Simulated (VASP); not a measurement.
Wanted: the native input for a VASP 6.6.1 run.

| Property | Result |
| --- | --- |
| Task | single point |
| Functional | PBE |
| Potentials or basis | VASP PAW PBE potentials, release 64 (Bi_d) |
| Cutoff | 900 eV |
| k mesh | 10 × 10 × 14 |
| Occupations | methfessel-paxton, width 0.05 eV |
| Spin | no spin polarisation |
| Further INCAR settings | ADDGRID = False; ALGO = Normal; EDIFF = 1e-08; NBANDS = 22 |

The structure of Bi lies in POSCAR:

```
Bi
1.0
    3.4885980000     -3.1325780000      0.0000000000
    3.4885980000      3.1325780000      0.0000000000
   -1.2602350000      0.0000000000      3.1135500000
Bi
2
Direct
    0.7530610000      0.7530610000      0.8573820000
    0.2469390000      0.2469390000      0.1426180000
```

This isn't the form of Bi at room conditions, which is rhombohedral.

One way to write it, as run:

INCAR

```
SYSTEM = Bi
ADDGRID = .False.
ALGO = Normal
EDIFF = 1E-8
ENCUT = 900
GGA = PE
ISIF = 2
ISMEAR = 1
LASPH = .True.
LCHARG = .False.
LREAL = .False.
LWAVE = .False.
NBANDS = 22
NELM = 100
PREC = Accurate
SIGMA = 0.05
```

KPOINTS

```
k-points
0
Gamma
  10 10 14
  0 0 0
```

Potentials or basis: VASP PAW PBE potentials, release 64 (Bi_d).

The run is started by

```sh
$ cat potpaw_PBE.64/Bi_d/POTCAR > POTCAR
$ mpirun -np 1 vasp_std > vasp.out
```

Results of the run:

The pressure is 0.0 GPa, the largest force is 0.038 eV/Å and the band gap on the k mesh is none (metal or under the smearing width).

Caveat: spin-orbit coupling is left out, which moves the levels of the heavy elements.

Wall time 11 min on 1 thread of Intel(R) Xeon(R) 6975P-C (Granite Rapids), on a shared host, peak memory 1.1 GiB.
